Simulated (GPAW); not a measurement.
# Ni (Fm-3m) in GPAW: a series of runs

Aim: see how the results for Ni move with the level of theory and the settings. Levels: PBEsol, RPBE. Tasks: band structure.

Everything below comes from runs of GPAW 26.7.0. Logs are shortened: lines on timing, memory, paths and dates and some standing lists are left out, and cuts for length are marked. The log counts tension as positive stress, the text compression.

### Step 1. The structure

The structure is cubic, space group Fm-3m (No. 225). The conventional cell has a = 3.475 Å, b = 3.475 Å, c = 3.475 Å, α = 90.00°, β = 90.00°, γ = 90.00°. Around Ni (site symmetry m-3m) lie 12 Ni at 2.46 Å.

### Step 2. Band structure, PBEsol, collinear spin, ferromagnetic start

run.py reads:

```python
from ase.dft.bandgap import bandgap
from ase.io import read, write
from ase.units import GPa
from gpaw import GPAW, PW, setup_paths

setup_paths.insert(0, '.')

atoms = read('POSCAR')
atoms.set_initial_magnetic_moments([1.0])

calc = GPAW(mode=PW(600),
            xc='PBEsol',
            kpts={'size': (13, 13, 13), 'gamma': True},
            occupations={'name': 'fermi-dirac', 'width': 0.05},
            nbands=17,
            convergence={'density': 1e-05, 'energy': 1e-05},
            maxiter=150,
            txt='gpaw.txt')
atoms.calc = calc
energy = atoms.get_potential_energy()
forces = atoms.get_forces()
stress = atoms.get_stress()
calc.write('gs.gpw')
write('result.traj', atoms)
print(f'Energy: {energy:.6f} eV')
print('Forces (eV/A):')
print(forces.round(4))
print('Stress (GPa):', (stress / GPa).round(3))
print('Moments:', calc.get_magnetic_moments().round(3))
print('Fermi level:', round(calc.get_fermi_level(), 4), 'eV')
print(f'Gap: {bandgap(calc)[0]:.4f} eV, direct: {bandgap(calc, direct=True)[0]:.4f} eV')

path = atoms.cell.bandpath('GXWKGLUWLK,UX', npoints=60, eps=1e-4)
bs_calc = calc.fixed_density(kpts=path, symmetry='off', nbands=25,
                             convergence={'bands': 'CBM+6.0', 'eigenstates': 1e-6}, txt='bands.txt')
bs = bs_calc.band_structure()
bs.write('bs.json')
print(f'Gap on the path: {bandgap(bs_calc)[0]:.4f} eV')
```

POSCAR reads:

```
Ni
1.0
    0.0000000000      1.7375729330      1.7375729330
    1.7375729330      0.0000000000      1.7375729330
    1.7375729330      1.7375729330      0.0000000000
Ni
1
Direct
    0.0000000000      0.0000000000      0.0000000000
```

Potentials or basis: PAW data sets generated in the run's folder for this functional, pw.

Run with:

```console
gpaw-setup -f PBEsol Ni
OMP_NUM_THREADS=1 python run.py
```

gpaw.txt:

```text
__  _  _
 | _ |_)|_||  |
 |__||  | ||/\| - 26.7.0

Input parameters:
  mode=PW(ecut=600.0),
  convergence={'density': 1e-05, 'energy': 1e-05},
  kpts=MonkhorstPack(size=(13, 13, 13), gamma=True),
  maxiter=150,
  nbands=17,
  occupations=Occupations(name='fermi-dirac', width=0.05),
  xc=XC(name='PBEsol')

Diagonalizing LCAO Hamiltonian
Converting LCAO to pw mode

       Ni

Atoms  # Å, Bohr magnetons
|   | symbol |        x |        y |        z |    initial magnetic moments |
|---|--------|----------|----------|----------|-----------------------------|
| 0 |     Ni | 0.000000 | 0.000000 | 0.000000 | ( 0.0000,  0.0000,  1.0000) |

Unit cell  # Å
| periodic |        x |        y |        z |  lengths |    angles |
|----------|----------|----------|----------|----------|-----------|
|      yes | 0.000000 | 1.737573 | 1.737573 | 2.457299 | 60.000000 |
|      yes | 1.737573 | 0.000000 | 1.737573 | 2.457299 | 60.000000 |
|      yes | 1.737573 | 1.737573 | 0.000000 | 2.457299 | 60.000000 |

Number of symmetries: 48
Symmetry operations  # r_c * U_cc + t_c -> r_c
|    | kind |            matrix            |
|----|------|------------------------------|
|  0 |  σ   |  1, 0, 0,  1, 0,-1,  1,-1, 0 |
|  1 |  C2  |  1, 0, 0,  1,-1, 0,  1, 0,-1 |
|  2 |  E   |  1, 0, 0,  0, 1, 0,  0, 0, 1 |
|  3 |  σ   |  1, 0, 0,  0, 0, 1,  0, 1, 0 |
|  4 |  C4  |  1, 0,-1,  1, 0, 0,  1,-1, 0 |
|  5 |  S6  |  1, 0,-1,  1,-1, 0,  1, 0, 0 |
|  6 |  σ   |  1, 0,-1,  0, 1,-1,  0, 0,-1 |
|  7 |  C3  |  1, 0,-1,  0, 0,-1,  0, 1,-1 |
|  8 |  S6  |  1,-1, 0,  1, 0, 0,  1, 0,-1 |
|  9 |  C4  |  1,-1, 0,  1, 0,-1,  1, 0, 0 |
| 10 |  C3  |  1,-1, 0,  0,-1, 1,  0,-1, 0 |
| 11 |  σ   |  1,-1, 0,  0,-1, 0,  0,-1, 1 |
| 12 |  σ   |  0, 1, 0,  1, 0, 0,  0, 0, 1 |
| 13 |  C4  |  0, 1, 0,  0, 1,-1, -1, 1, 0 |
| 14 |  C3  |  0, 1, 0,  0, 0, 1,  1, 0, 0 |
| 15 |  S6  |  0, 1, 0, -1, 1, 0,  0, 1,-1 |
| 16 |  C2  |  0, 1,-1,  1, 0,-1,  0, 0,-1 |
| 17 |  σ   |  0, 1,-1,  0, 1, 0, -1, 1, 0 |
| 18 |  S4  |  0, 1,-1,  0, 0,-1,  1, 0,-1 |
| 19 |  C4  |  0, 1,-1, -1, 1, 0,  0, 1, 0 |
| 20 |  C3  |  0, 0, 1,  1, 0, 0,  0, 1, 0 |
| 21 |  σ   |  0, 0, 1,  0, 1, 0,  1, 0, 0 |
| 22 |  S6  |  0, 0, 1,  0,-1, 1, -1, 0, 1 |
| 23 |  C4  |  0, 0, 1, -1, 0, 1,  0,-1, 1 |
| 24 |  S4  |  0, 0,-1,  1, 0,-1,  0, 1,-1 |
| 25 |  C3  |  0, 0,-1,  0, 1,-1,  1, 0,-1 |
| 26 |  C2  |  0, 0,-1,  0,-1, 0, -1, 0, 0 |
| 27 |  S6  |  0, 0,-1, -1, 0, 0,  0,-1, 0 |
| 28 |  S4  |  0,-1, 1,  1,-1, 0,  0,-1, 0 |
| 29 |  C4  |  0,-1, 1,  0, 0, 1, -1, 0, 1 |
| 30 |  C2  |  0,-1, 1,  0,-1, 0,  1,-1, 0 |
| 31 |  σ   |  0,-1, 1, -1, 0, 1,  0, 0, 1 |
| 32 |  C3  |  0,-1, 0,  1,-1, 0,  0,-1, 1 |
| 33 |  S6  |  0,-1, 0,  0, 0,-1, -1, 0, 0 |
| 34 |  S4  |  0,-1, 0,  0,-1, 1,  1,-1, 0 |
| 35 |  C2  |  0,-1, 0, -1, 0, 0,  0, 0,-1 |
| 36 |  C2  | -1, 1, 0,  0, 1, 0,  0, 1,-1 |
| 37 |  S6  | -1, 1, 0,  0, 1,-1,  0, 1, 0 |
| 38 |  S4  | -1, 1, 0, -1, 0, 1, -1, 0, 0 |
| 39 |  C3  | -1, 1, 0, -1, 0, 0, -1, 0, 1 |
| 40 |  S6  | -1, 0, 1,  0, 0, 1,  0,-1, 1 |
| 41 |  C2  | -1, 0, 1,  0,-1, 1,  0, 0, 1 |
| 42 |  C3  | -1, 0, 1, -1, 1, 0, -1, 0, 0 |
| 43 |  S4  | -1, 0, 1, -1, 0, 0, -1, 1, 0 |
| 44 |  C2  | -1, 0, 0,  0, 0,-1,  0,-1, 0 |
| 45 |  i   | -1, 0, 0,  0,-1, 0,  0, 0,-1 |
| 46 |  σ   | -1, 0, 0, -1, 1, 0, -1, 0, 1 |
| 47 |  C2  | -1, 0, 0, -1, 0, 1, -1, 1, 0 |

BZ-sampling:
  Number of BZ points: 2197
  Number of IBZ points: 84

  Monkhorst-Pack size: [13, 13, 13]
  Monkhorst-Pack shift: [0, 0, 0]

K-points  # in reciprocal-cell coordinates
|     |                                coordinates |     weight |
|-----|--------------------------------------------|------------|
|   0 | (  0.00000000,   0.00000000,   0.00000000) | 0.00045517 |
|   1 | (  0.07692308,   0.07692308,   0.00000000) | 0.00273100 |
|   2 | (  0.07692308,   0.07692308,   0.07692308) | 0.00364133 |
|   3 | (  0.15384615,   0.07692308,   0.07692308) | 0.00546199 |
|   4 | (  0.15384615,   0.15384615,   0.00000000) | 0.00273100 |
|   5 | (  0.15384615,   0.15384615,   0.07692308) | 0.01092399 |
|   6 | (  0.15384615,   0.15384615,   0.15384615) | 0.00364133 |
|   7 | (  0.23076923,   0.15384615,   0.07692308) | 0.01092399 |
|   8 | (  0.23076923,   0.15384615,   0.15384615) | 0.01092399 |
|   9 | (  0.23076923,   0.23076923,   0.00000000) | 0.00273100 |
| ... |                                            |            |
|  83 | (  0.46153846,   0.46153846,   0.46153846) | 0.00364133 |

Plane wave coefficients: 365
Cutoff: 600.0 eV

Spin-components: 2 (collinear spins)
Bands:           17
Projectors:      6
Spin-degeneracy: 1
Datatype:        complex128

Parallelization:
  kpt:    1
  domain: 1
  band:   1

Density:
  Valence electrons: 16.0
  Components: 2
  Grid points: [14 14 14]
  Charge: 0.0  # |e|

Potential:
  Grid points: [14 14 14]

species:
  Ni:
    name:    Nickel
    Z:       28.0
    valence: 16
    core:    12
    charge:  0.0  # [|e|]
    compensation charges:
      type: gauss
      rc: 0.36  # [Å]
      lmax: 2
    cutoffs:
      filter: 2.14  # [Å]
      core: 1.98  # [Å]
    projectors
    | kind |    occ | energy [eV] | rcut [Å] |
    |------|--------|-------------|----------|
    |   4s |  2.000 |      -5.661 |    1.164 |
    |   3p |  6.000 |     -71.261 |    1.207 |
    |   4p |  0.000 |      -1.193 |    1.207 |
    |   3d |  8.000 |      -8.901 |    1.138 |
    |    s |        |      21.550 |    1.164 |
    |    d |        |      18.310 |    1.138 |

    Using partial waves for Ni as LCAO basis

Reference energy: -41332.588830  # eV

eigensolver:
  PPCG
  Converge bands: occupied
  niter=2

density mixing:
  MSR1-Mixer
  Pratt-step length: 0.05
  Maximum mixing coefficient: 0.75
  Old densities: 10
  SVD Regularization: 0.005
  Good broyden scale: 1.0
  Trust region scale: 1.0
  Backstep threshold: 4.0
  History deletion threshold: 6.0
  Fourier metric: weight=20.0, sigma=0.015

occupation numbers:
  Fermi-Dirac:
    width: 0.0500  # eV

poisson solver:
  ecut: 4800.0  # eV

xc functional:
  name: PBEsol with 2 nearest neighbor stencil

convergence criteria:
- Maximum integral of absolute [dens]ity change: 1e-05 electrons / valence electron
- Maximum [total energy] change in last 3 cyles: 1e-05 eV / valence electron
- Maximum integral of absolute [eigenst]ate change: 4e-08 eV^2 / valence electron
maximum number of iterations: 150

SCF iterations
|iter     | |      energy | eigst |  dens |  magmom |
|---------|-|-------------|-------|-------|---------|
|iter:   1| |   -7.817901 | -0.01 |       |  +1.0008|
|iter:   2| |   -7.829435 | -2.97 | -1.49 |  +0.9844|
|iter:   3| |   -7.943654 | -2.56 | -1.51 |  +0.7370|
|iter:   4| |   -7.952642 | -2.94 | -1.91 |  +0.5908|
|iter:   5| |   -7.950302 | -3.87 | -2.07 |  +0.6355|
|iter:   6| |   -7.950312 | -6.79 | -3.36 |  +0.6340|
|iter:   7| |   -7.950326c| -7.04 | -3.62 |  +0.6324|
|iter:   8| |   -7.950327c| -7.83c| -4.40 |  +0.6323|
|iter:   9| |   -7.950329c| -8.13c| -4.67 |  +0.6323|
|iter:  10| |   -7.950329c| -8.41c| -5.00 |  +0.6323|
|iter:  11| |   -7.950329c| -8.08c| -5.25c|  +0.6323|

Converged in 11 steps
Energy contributions relative to reference atoms: (reference = -41332.588830)

Energy contributions:
  Kinetic:           5.501920
  Coulomb:          -3.568986
  Zero:              0.072187
  External:          0.000000
  Xc:               -9.949245
  Entropy:          -0.012409
  Spinorbit:         0.000000
  ----------------------------
  Free energy:      -7.956533
  Extrapolated:     -7.950329

dipole moment: (-7.149329, -7.149329, -7.149329)  # |e|*Ang

Total magnetic moment: (0.000000, 0.000000, 0.632269)

Local magnetic moments
|        x |        y |        z |
|----------|----------|----------|
| 0.000000 | 0.000000 | 0.664407 |  # Ni   0

Fermi level: 8.875
Eigenvalues  # (at kpt = [0.000, 0.000, 0.000])
| band index |      eig [eV] | occ [0-1] |      eig [eV] | occ [0-1] |
|------------|---------------|-----------|---------------|-----------|
|          0 |       -54.991 |     1.000 |       -54.176 |     1.000 |
|          1 |       -54.991 |     1.000 |       -54.176 |     1.000 |
|          2 |       -54.991 |     1.000 |       -54.176 |     1.000 |
|          3 |        -0.632 |     1.000 |        -0.643 |     1.000 |
|          4 |         6.281 |     1.000 |         7.018 |     1.000 |
|          5 |         6.281 |     1.000 |         7.018 |     1.000 |
[... 9 lines left out ...]
|         15 |        39.387 |     0.000 |        39.548 |     0.000 |
|         16 |        42.773 |     0.000 |        42.661 |     0.000 |

No gap
No difference between direct/indirect transitions

Forces  # eV/Ang
|       x |       y |        z |
|---------|---------|----------|
| 0.00000 | 0.00000 | -0.00000 |  # Ni   0

Stress tensor  # eV/Ang^3
|         x |         y |         z |
|-----------|-----------|-----------|
| -0.003952 |  0.000000 |  0.000000 |
|  0.000000 | -0.003952 | -0.000000 |
|  0.000000 | -0.000000 | -0.003952 |

# Writing to gs.gpw (mode='')
```

Run time: 26 s. Hardware: 1 thread of Arm Neoverse V2, shared host; peak memory 0.18 GiB.

Results:

- Free energy: -7.9565 eV
- Pressure: 0.6 GPa
- Band gap along the path: none (metal or under the smearing width)
- Net moment: 0.63 μB per cell
- Site moments: Ni +0.66 μB

Levels at the corners of the path, in eV from the Fermi level:
Spin up:
| point | band 6 | band 7 | band 8 | band 9 | band 10 |
| --- | --- | --- | --- | --- | --- |
| Γ | -2.59 | -2.59 | -1.33 | -1.33 | 23.92 |
| X | -0.55 | -0.44 | -0.44 | 2.21 | 9.53 |
| W | -3.31 | -1.42 | -0.44 | 7.82 | 7.82 |
| K | -2.29 | -1.16 | -0.72 | 5.76 | 7.38 |
| Γ | -2.59 | -2.59 | -1.33 | -1.33 | 23.92 |
| L | -2.59 | -0.62 | -0.60 | -0.60 | 5.92 |
| U | -2.29 | -1.16 | -0.72 | 5.76 | 7.38 |
| W | -3.31 | -1.42 | -0.44 | 7.82 | 7.82 |
| L | -2.59 | -0.62 | -0.60 | -0.60 | 5.92 |
| K | -2.29 | -1.16 | -0.72 | 5.76 | 7.38 |
| U | -2.29 | -1.16 | -0.72 | 5.76 | 7.38 |
| X | -0.55 | -0.44 | -0.44 | 2.21 | 9.53 |
Spin down:
| point | band 5 | band 6 | band 7 | band 8 | band 9 | band 10 |
| --- | --- | --- | --- | --- | --- | --- |
| Γ | -1.86 | -1.86 | -1.86 | -0.71 | -0.71 | 23.79 |
| X | -3.88 | 0.11 | 0.42 | 0.42 | 2.20 | 9.82 |
| W | -2.72 | -2.72 | -0.82 | 0.42 | 8.04 | 8.04 |
| K | -3.46 | -1.69 | -0.55 | 0.12 | 6.01 | 7.60 |
| Γ | -1.86 | -1.86 | -1.86 | -0.71 | -0.71 | 23.79 |
| L | -1.96 | -1.96 | -0.65 | 0.17 | 0.17 | 6.37 |
| U | -3.46 | -1.69 | -0.55 | 0.12 | 6.01 | 7.60 |
| W | -2.72 | -2.72 | -0.82 | 0.42 | 8.04 | 8.04 |
| L | -1.96 | -1.96 | -0.65 | 0.17 | 0.17 | 6.37 |
| K | -3.46 | -1.69 | -0.55 | 0.12 | 6.01 | 7.60 |
| U | -3.46 | -1.69 | -0.55 | 0.12 | 6.01 | 7.60 |
| X | -3.88 | 0.11 | 0.42 | 0.42 | 2.20 | 9.82 |

Caveat: the stock nickel data set gives pressures a few GPa off other programs.

### Step 3. Band structure, RPBE, collinear spin, ferromagnetic start

Edit run.py of step 2 so:

```diff
@@ -3,5 +3,3 @@
 from ase.units import GPa
-from gpaw import GPAW, PW, setup_paths
-
-setup_paths.insert(0, '.')
+from gpaw import GPAW, PW
 
@@ -11,3 +9,3 @@
 calc = GPAW(mode=PW(600),
-            xc='PBEsol',
+            xc='RPBE',
             kpts={'size': (13, 13, 13), 'gamma': True},
```

POSCAR is that of step 2.

Potentials or basis: the program's PAW data sets (release 1.2.1) made for this functional, pw.

Run with:

```console
OMP_NUM_THREADS=1 python run.py
```

Wall time 25 s (1 thread of Arm Neoverse V2, shared host); peak memory 0.18 GiB.

It converged, with:

| Property | Result |
| --- | --- |
| Free energy | -6.7648 eV |
| Pressure | 17.1 GPa |
| Band gap along the path | none (metal or under the smearing width) |
| Net moment | 0.63 μB per cell |
| Site moments | Ni +0.67 μB |

Levels at the corners of the path, in eV from the Fermi level:
Spin up:
| point | band 4 | band 5 | band 6 | band 7 | band 8 | band 9 | band 10 |
| --- | --- | --- | --- | --- | --- | --- | --- |
| Γ | -9.46 | -2.62 | -2.62 | -2.62 | -1.35 | -1.35 | 23.93 |
| X | -4.99 | -4.50 | -0.58 | -0.49 | -0.49 | 2.27 | 9.54 |
| W | -4.07 | -3.32 | -3.32 | -1.43 | -0.49 | 7.85 | 7.85 |
| K | -4.27 | -4.01 | -2.31 | -1.19 | -0.77 | 5.79 | 7.41 |
| Γ | -9.46 | -2.62 | -2.62 | -2.62 | -1.35 | -1.35 | 23.93 |
| L | -5.16 | -2.61 | -2.61 | -0.63 | -0.63 | -0.60 | 5.94 |
| U | -4.27 | -4.01 | -2.31 | -1.19 | -0.77 | 5.79 | 7.41 |
| W | -4.07 | -3.32 | -3.32 | -1.43 | -0.49 | 7.85 | 7.85 |
| L | -5.16 | -2.61 | -2.61 | -0.63 | -0.63 | -0.60 | 5.94 |
| K | -4.27 | -4.01 | -2.31 | -1.19 | -0.77 | 5.79 | 7.41 |
| U | -4.27 | -4.01 | -2.31 | -1.19 | -0.77 | 5.79 | 7.41 |
| X | -4.99 | -4.50 | -0.58 | -0.49 | -0.49 | 2.27 | 9.54 |
Spin down:
```
point  band 4  band 5  band 6  band 7  band 8  band 9  band 10
    Γ   -9.52   -1.83   -1.83   -1.83   -0.74   -0.74    23.71
    X   -4.65   -3.86    0.06    0.44    0.44    2.20     9.80
    W   -3.69   -2.70   -2.70   -0.85    0.44    8.05     8.05
    K   -3.86   -3.45   -1.67   -0.58    0.14    6.01     7.60
    Γ   -9.52   -1.83   -1.83   -1.83   -0.74   -0.74    23.71
    L   -4.72   -1.97   -1.97   -0.68    0.17    0.17     6.40
    U   -3.86   -3.45   -1.67   -0.58    0.14    6.01     7.60
    W   -3.69   -2.70   -2.70   -0.85    0.44    8.05     8.05
    L   -4.72   -1.97   -1.97   -0.68    0.17    0.17     6.40
    K   -3.86   -3.45   -1.67   -0.58    0.14    6.01     7.60
    U   -3.86   -3.45   -1.67   -0.58    0.14    6.01     7.60
    X   -4.65   -3.86    0.06    0.44    0.44    2.20     9.80
```

Caveat: the stock nickel data set gives pressures a few GPa off other programs; so large a pressure means that the cell lies far from this level's equilibrium, or that cutoff or potentials fall short.
